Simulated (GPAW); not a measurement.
# CdS (Fm-3m) in GPAW: density of states with PBE+D3(BJ)

Aim: the density of states of CdS with PBE+D3(BJ).

Everything below comes from runs of GPAW 26.7.0. Logs are shortened: lines on timing, memory, paths and dates and some standing lists are left out, and cuts for length are marked. The log counts tension as positive stress, the text compression.

**1. The crystal as given**

It takes space group Fm-3m (No. 225, cubic). Conventional cell: a = 5.506 Å, b = 5.506 Å, c = 5.506 Å, α = 90.00°, β = 90.00°, γ = 90.00°. Cd (site symmetry m-3m) has 6 S at 2.75 Å as nearest neighbours. Around S (site symmetry m-3m) lie 6 Cd at 2.75 Å.

Measurements of this composition are mostly on another form, of space group No. 186.

**2. Density of states, PBE+D3(BJ)**

The input, run.py:

```python
import numpy as np
from ase.calculators.mixing import SumCalculator
from ase.dft.bandgap import bandgap
from ase.io import read, write
from ase.units import GPa
from dftd3.ase import DFTD3
from gpaw import GPAW, PW

atoms = read('POSCAR')

calc = GPAW(mode=PW(600),
            xc='PBE',
            kpts={'size': (8, 8, 8), 'gamma': True},
            occupations={'name': 'fermi-dirac', 'width': 0.02},
            nbands=18,
            convergence={'density': 1e-05, 'energy': 1e-05},
            maxiter=150,
            txt='gpaw.txt')
atoms.calc = SumCalculator([calc, DFTD3(method='pbe', damping='d3bj')])
energy = atoms.get_potential_energy()
forces = atoms.get_forces()
stress = atoms.get_stress()
calc.write('gs.gpw')
write('result.traj', atoms)
print(f'Energy: {energy:.6f} eV')
print('Forces (eV/A):')
print(forces.round(4))
print('Stress (GPa):', (stress / GPa).round(3))
print('Fermi level:', round(calc.get_fermi_level(), 4), 'eV')
print(f'Gap: {bandgap(calc)[0]:.4f} eV, direct: {bandgap(calc, direct=True)[0]:.4f} eV')

dense = calc.fixed_density(kpts={'size': (12, 12, 12), 'gamma': True}, update_fermi_level=True,
                           nbands=29, convergence={'bands': 'CBM+6.0', 'eigenstates': 1e-6}, txt='dos.txt')
ef = dense.get_fermi_level()
dos = dense.dos(shift_fermi_level=False)
energies = np.linspace(ef - 14, ef + 6, 401)
spins = [None]
columns = [energies] + [dos.raw_dos(energies, spin=s, width=0.1) for s in spins]
for symbol, l in [('Cd', 0), ('Cd', 1), ('Cd', 2), ('S', 0), ('S', 1), ('S', 2)]:
    for s in spins:
        columns.append(sum(dos.raw_pdos(energies, a=a.index, l=l, spin=s, width=0.1)
                           for a in atoms if a.symbol == symbol))
np.savetxt('dos.dat', np.array(columns).T, fmt='%.4f')
print('Fermi level on the dense mesh:', round(ef, 4), 'eV')
```

The input, POSCAR:

```
CdS
1.0
    0.0000000000      2.7532440000      2.7532440000
    2.7532440000      0.0000000000      2.7532440000
    2.7532440000      2.7532440000      0.0000000000
Cd S
1 1
Direct
    0.0000000000      0.0000000000      0.0000000000
    0.5000000000      0.5000000000      0.5000000000
```

Potentials or basis: GPAW PAW data sets (gpaw-data 1.2.1), pw.

Launch:

```console
> OMP_NUM_THREADS=1 python run.py
```

gpaw.txt:

```text
__  _  _
 | _ |_)|_||  |
 |__||  | ||/\| - 26.7.0

Input parameters:
  mode=PW(ecut=600.0),
  convergence={'density': 1e-05, 'energy': 1e-05},
  kpts=MonkhorstPack(size=(8, 8, 8), gamma=True),
  maxiter=150,
  nbands=18,
  occupations=Occupations(name='fermi-dirac', width=0.02),
  xc=XC(name='PBE')

Diagonalizing LCAO Hamiltonian
Converting LCAO to pw mode

                S

       Cd

Atoms  # Å, Bohr magnetons
|   | symbol |        x |        y |        z |    initial magnetic moments |
|---|--------|----------|----------|----------|-----------------------------|
| 0 |     Cd | 0.000000 | 0.000000 | 0.000000 | ( 0.0000,  0.0000,  0.0000) |
| 1 |      S | 2.753244 | 2.753244 | 2.753244 | ( 0.0000,  0.0000,  0.0000) |

Unit cell  # Å
| periodic |        x |        y |        z |  lengths |    angles |
|----------|----------|----------|----------|----------|-----------|
|      yes | 0.000000 | 2.753244 | 2.753244 | 3.893675 | 60.000000 |
|      yes | 2.753244 | 0.000000 | 2.753244 | 3.893675 | 60.000000 |
|      yes | 2.753244 | 2.753244 | 0.000000 | 3.893675 | 60.000000 |

Number of symmetries: 48
Symmetry operations  # r_c * U_cc + t_c -> r_c
|    | kind |            matrix            |
|----|------|------------------------------|
|  0 |  σ   |  1, 0, 0,  1, 0,-1,  1,-1, 0 |
|  1 |  C2  |  1, 0, 0,  1,-1, 0,  1, 0,-1 |
|  2 |  E   |  1, 0, 0,  0, 1, 0,  0, 0, 1 |
|  3 |  σ   |  1, 0, 0,  0, 0, 1,  0, 1, 0 |
|  4 |  C4  |  1, 0,-1,  1, 0, 0,  1,-1, 0 |
|  5 |  S6  |  1, 0,-1,  1,-1, 0,  1, 0, 0 |
|  6 |  σ   |  1, 0,-1,  0, 1,-1,  0, 0,-1 |
|  7 |  C3  |  1, 0,-1,  0, 0,-1,  0, 1,-1 |
|  8 |  S6  |  1,-1, 0,  1, 0, 0,  1, 0,-1 |
|  9 |  C4  |  1,-1, 0,  1, 0,-1,  1, 0, 0 |
| 10 |  C3  |  1,-1, 0,  0,-1, 1,  0,-1, 0 |
| 11 |  σ   |  1,-1, 0,  0,-1, 0,  0,-1, 1 |
| 12 |  σ   |  0, 1, 0,  1, 0, 0,  0, 0, 1 |
| 13 |  C4  |  0, 1, 0,  0, 1,-1, -1, 1, 0 |
| 14 |  C3  |  0, 1, 0,  0, 0, 1,  1, 0, 0 |
| 15 |  S6  |  0, 1, 0, -1, 1, 0,  0, 1,-1 |
| 16 |  C2  |  0, 1,-1,  1, 0,-1,  0, 0,-1 |
| 17 |  σ   |  0, 1,-1,  0, 1, 0, -1, 1, 0 |
| 18 |  S4  |  0, 1,-1,  0, 0,-1,  1, 0,-1 |
| 19 |  C4  |  0, 1,-1, -1, 1, 0,  0, 1, 0 |
| 20 |  C3  |  0, 0, 1,  1, 0, 0,  0, 1, 0 |
| 21 |  σ   |  0, 0, 1,  0, 1, 0,  1, 0, 0 |
| 22 |  S6  |  0, 0, 1,  0,-1, 1, -1, 0, 1 |
| 23 |  C4  |  0, 0, 1, -1, 0, 1,  0,-1, 1 |
| 24 |  S4  |  0, 0,-1,  1, 0,-1,  0, 1,-1 |
| 25 |  C3  |  0, 0,-1,  0, 1,-1,  1, 0,-1 |
| 26 |  C2  |  0, 0,-1,  0,-1, 0, -1, 0, 0 |
| 27 |  S6  |  0, 0,-1, -1, 0, 0,  0,-1, 0 |
| 28 |  S4  |  0,-1, 1,  1,-1, 0,  0,-1, 0 |
| 29 |  C4  |  0,-1, 1,  0, 0, 1, -1, 0, 1 |
| 30 |  C2  |  0,-1, 1,  0,-1, 0,  1,-1, 0 |
| 31 |  σ   |  0,-1, 1, -1, 0, 1,  0, 0, 1 |
| 32 |  C3  |  0,-1, 0,  1,-1, 0,  0,-1, 1 |
| 33 |  S6  |  0,-1, 0,  0, 0,-1, -1, 0, 0 |
| 34 |  S4  |  0,-1, 0,  0,-1, 1,  1,-1, 0 |
| 35 |  C2  |  0,-1, 0, -1, 0, 0,  0, 0,-1 |
| 36 |  C2  | -1, 1, 0,  0, 1, 0,  0, 1,-1 |
| 37 |  S6  | -1, 1, 0,  0, 1,-1,  0, 1, 0 |
| 38 |  S4  | -1, 1, 0, -1, 0, 1, -1, 0, 0 |
| 39 |  C3  | -1, 1, 0, -1, 0, 0, -1, 0, 1 |
| 40 |  S6  | -1, 0, 1,  0, 0, 1,  0,-1, 1 |
| 41 |  C2  | -1, 0, 1,  0,-1, 1,  0, 0, 1 |
| 42 |  C3  | -1, 0, 1, -1, 1, 0, -1, 0, 0 |
| 43 |  S4  | -1, 0, 1, -1, 0, 0, -1, 1, 0 |
| 44 |  C2  | -1, 0, 0,  0, 0,-1,  0,-1, 0 |
| 45 |  i   | -1, 0, 0,  0,-1, 0,  0, 0,-1 |
| 46 |  σ   | -1, 0, 0, -1, 1, 0, -1, 0, 1 |
| 47 |  C2  | -1, 0, 0, -1, 0, 1, -1, 1, 0 |

BZ-sampling:
  Number of BZ points: 512
  Number of IBZ points: 29

  Monkhorst-Pack size: [8, 8, 8]
  Monkhorst-Pack shift: [0.0625, 0.0625, 0.0625]

K-points  # in reciprocal-cell coordinates
|     |                                coordinates |     weight |
|-----|--------------------------------------------|------------|
|   0 | (  0.00000000,   0.00000000,   0.00000000) | 0.00195312 |
|   1 | (  0.12500000,   0.12500000,   0.00000000) | 0.01171875 |
|   2 | (  0.12500000,   0.12500000,   0.12500000) | 0.01562500 |
|   3 | (  0.25000000,   0.12500000,   0.12500000) | 0.02343750 |
|   4 | (  0.25000000,   0.25000000,   0.00000000) | 0.01171875 |
|   5 | (  0.25000000,   0.25000000,   0.12500000) | 0.04687500 |
|   6 | (  0.25000000,   0.25000000,   0.25000000) | 0.01562500 |
|   7 | (  0.37500000,   0.25000000,  -0.37500000) | 0.04687500 |
|   8 | (  0.37500000,   0.25000000,   0.12500000) | 0.04687500 |
|   9 | (  0.37500000,   0.25000000,   0.25000000) | 0.04687500 |
| ... |                                            |            |
|  28 | (  0.50000000,   0.50000000,   0.50000000) | 0.00781250 |

Plane wave coefficients: 1411
Cutoff: 600.0 eV

Spin-components: 1 (collinear spins)
Bands:           18
Projectors:      11
Spin-degeneracy: 2
Datatype:        complex128

Parallelization:
  kpt:    1
  domain: 1
  band:   1

Density:
  Valence electrons: 18.0
  Components: 1
  Grid points: [24 24 24]
  Charge: 0.0  # |e|

Potential:
  Grid points: [24 24 24]

species:
  Cd:
    name:    Cadmium
    Z:       48.0
    valence: 12
    core:    36
    charge:  0.0  # [|e|]
    compensation charges:
      type: gauss
      rc: 0.38  # [Å]
      lmax: 2
    cutoffs:
      filter: 2.12  # [Å]
      core: 2.62  # [Å]
    projectors
    | kind |    occ | energy [eV] | rcut [Å] |
    |------|--------|-------------|----------|
    |   5s |  2.000 |      -5.655 |    1.191 |
    |   5p |  0.000 |      -1.186 |    1.228 |
    |   4d | 10.000 |     -11.739 |    1.164 |
    |    s |        |      21.556 |    1.191 |
    |    p |        |      26.026 |    1.228 |
    |    d |        |      15.473 |    1.164 |

    Using partial waves for Cd as LCAO basis

  S:
    name:    Sulfur
    Z:       16.0
    valence: 6
    core:    10
    charge:  0.0  # [|e|]
    compensation charges:
      type: gauss
      rc: 0.24  # [Å]
      lmax: 2
    cutoffs:
      filter: 1.77  # [Å]
      core: 1.66  # [Å]
    projectors
    | kind |    occ | energy [eV] | rcut [Å] |
    |------|--------|-------------|----------|
    |   3s |  2.000 |     -17.254 |    0.974 |
    |   3p |  4.000 |      -7.008 |    0.979 |
    |    s |        |       9.957 |    0.974 |
    |    p |        |      20.203 |    0.979 |
    |    d |        |       0.000 |    0.900 |

    Using partial waves for S as LCAO basis

Reference energy: -163030.738234  # eV

eigensolver:
  PPCG
  Converge bands: occupied
  niter=2

density mixing:
  MSR1-Mixer
  Pratt-step length: 0.05
  Maximum mixing coefficient: 0.75
  Old densities: 10
  SVD Regularization: 0.005
  Good broyden scale: 1.0
  Trust region scale: 1.0
  Backstep threshold: 4.0
  History deletion threshold: 6.0
  Fourier metric: weight=20.0, sigma=0.015

occupation numbers:
  Fermi-Dirac:
    width: 0.0200  # eV

poisson solver:
  ecut: 4800.0  # eV

xc functional:
  name: PBE with 2 nearest neighbor stencil

convergence criteria:
- Maximum integral of absolute [dens]ity change: 1e-05 electrons / valence electron
- Maximum [total energy] change in last 3 cyles: 1e-05 eV / valence electron
- Maximum integral of absolute [eigenst]ate change: 4e-08 eV^2 / valence electron
maximum number of iterations: 150

SCF iterations
|iter     | |      energy | eigst |  dens |
|---------|-|-------------|-------|-------|
|iter:   1| |   -6.625876 | -0.54 |       |
|iter:   2| |   -6.501024 | -2.34 | -1.11 |
|iter:   3| |   -6.068932 | -1.47 | -1.15 |
|iter:   4| |   -6.066853 | -3.51 | -1.76 |
|iter:   5| |   -6.066590 | -4.00 | -2.21 |
|iter:   6| |   -6.066622 | -5.79 | -3.10 |
|iter:   7| |   -6.066627c| -6.66 | -3.58 |
|iter:   8| |   -6.066627c| -7.62c| -4.83 |
|iter:   9| |   -6.066627c| -8.37c| -5.38c|

Converged in 9 steps
Energy contributions relative to reference atoms: (reference = -163030.738234)

Energy contributions:
  Kinetic:          16.945883
  Coulomb:         -15.040296
  Zero:              0.133051
  External:          0.000000
  Xc:               -8.105256
  Entropy:          -0.000021
  Spinorbit:         0.000000
  ----------------------------
  Free energy:      -6.066638
  Extrapolated:     -6.066627

dipole moment: (-17.984482, -17.984482, -17.984482)  # |e|*Ang

Fermi level: 5.576
Eigenvalues  # (at kpt = [0.000, 0.000, 0.000])
| band index |      eig [eV] | occ [0-2] |
|------------|---------------|-----------|
|          0 |        -7.242 |     2.000 |
|          1 |        -2.094 |     2.000 |
|          2 |        -2.094 |     2.000 |
|          3 |        -2.093 |     2.000 |
|          4 |        -2.093 |     2.000 |
|          5 |        -2.093 |     2.000 |
[... 10 lines left out ...]
|         16 |        16.699 |     0.000 |
|         17 |        17.484 |     0.000 |

Gap: 0.240 eV
Transition (v -> c):
  (s=0, k=28, n=8, [0.50, 0.50, 0.50]) -> (s=0, k=24, n=9, [0.50, 0.50, 0.00])
Direct/indirect transitions are different
Direct gap: 1.552 eV
Transition at: (s=0, k=0, n=8, [0.00, 0.00, 0.00])

Forces  # eV/Ang
|        x |       y |       z |
|----------|---------|---------|
|  0.00000 | 0.00000 | 0.00000 |  # Cd   0
| -0.00000 | 0.00000 | 0.00000 |  # S    1

Stress tensor  # eV/Ang^3
|        x |        y |        z |
|----------|----------|----------|
| 0.004395 | 0.000000 | 0.000000 |
| 0.000000 | 0.004395 | 0.000000 |
| 0.000000 | 0.000000 | 0.004395 |

# Writing to gs.gpw (mode='')
```

Run time: 42 s. Hardware: 1 thread of Intel Xeon Platinum 8259CL at 2.50GHz (Skylake/Cascade Lake), shared host; peak memory 0.25 GiB.

Results:

| Quantity | Value |
| --- | --- |
| Free energy | -6.8126 eV |
| Pressure | -3.6 GPa |
| Band gap on the k mesh | 0.24 eV, indirect (least direct gap 1.55 eV) |
| Dispersion energy per atom | -0.373 eV |

Levels at points of the mesh, in eV from the valence-band top:
```csv
k point,band 6,band 7,band 8,band 9,band 10,band 11,band 12,band 13
"(0.00, 0.00, 0.00)",-7.53,-0.74,-0.74,-0.74,0.81,9.17,9.17,9.17
"(0.50, 0.50, 0.00)",-6.63,-4.13,-2.08,-2.08,0.24,6.06,9.68,11.07
"(0.50, 0.50, 0.50)",-7.34,-4.75,0.00,0.00,3.49,5.86,5.86,6.65
```

States per cell in windows of 1 eV (zero at the valence-band top; states under -8 eV left out):
| from (eV) | total |
| --- | --- |
| -8.0 | 9.69 |
| -7.0 | 0.31 |
| -6.0 | 0.00 |
| -5.0 | 0.71 |
| -4.0 | 1.22 |
| -3.0 | 1.09 |
| -2.0 | 1.50 |
| -1.0 | 1.44 |
| 0.0 | 0.09 |
| 1.0 | 0.19 |
| 2.0 | 0.43 |
| 3.0 | 1.04 |
| 4.0 | 0.44 |
| 5.0 | 0.87 |

A k mesh can miss the band edges.
